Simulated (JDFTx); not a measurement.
GaP: equation of state with PBEsol

**Experimental background.**

From “Phosphorous dimerization in GaP at high pressure”, 2017, arxiv:1709.06667, for a bulk crystal of GaP: bulk modulus 87.5 ± 0.6 GPa.

GaP:

```
Ga P
1.0
     0.00000    2.72525    2.72525
     2.72525    0.00000    2.72525
     2.72525    2.72525    0.00000
Ga P
1 1
Direct
  0.00000 0.00000 0.00000
  0.75000 0.75000 0.75000
```

```json
{
  "Program": "JDFTx 1.7.0 (patched build)",
  "Task": "equation of state",
  "Functional": "PBEsol",
  "Potentials or basis": "PseudoDojo-SR-PBEsol-0.4.1-standard with smoothed tails",
  "Cutoff": "1088 eV",
  "Density cutoff": "8708 eV",
  "k mesh": "8 × 8 × 8",
  "Occupations": "fermi-dirac, width 0.05 eV",
  "Spin": "no spin polarisation"
}
```

```
Equilibrium volume                      : 20.12 Å³/atom
Bulk modulus                            : 85 GPa
Pressure derivative of the bulk modulus : 4.5
```

Energy against volume, from the lowest point:
```csv
volume (Å³/atom),energy (meV/atom)
19.026,17.29
19.431,6.51
19.836,0.93
20.240,0.00
20.645,3.25
21.050,10.24
21.455,20.56
```

A measured bulk modulus of GaP is 87.5 GPa (“Phosphorous dimerization in GaP at high pressure”, 2017, arxiv:1709.06667); the calculated 85 GPa misses it by -3.3 %. The fit is for a static lattice scaled at fixed shape and fixed fractional positions.
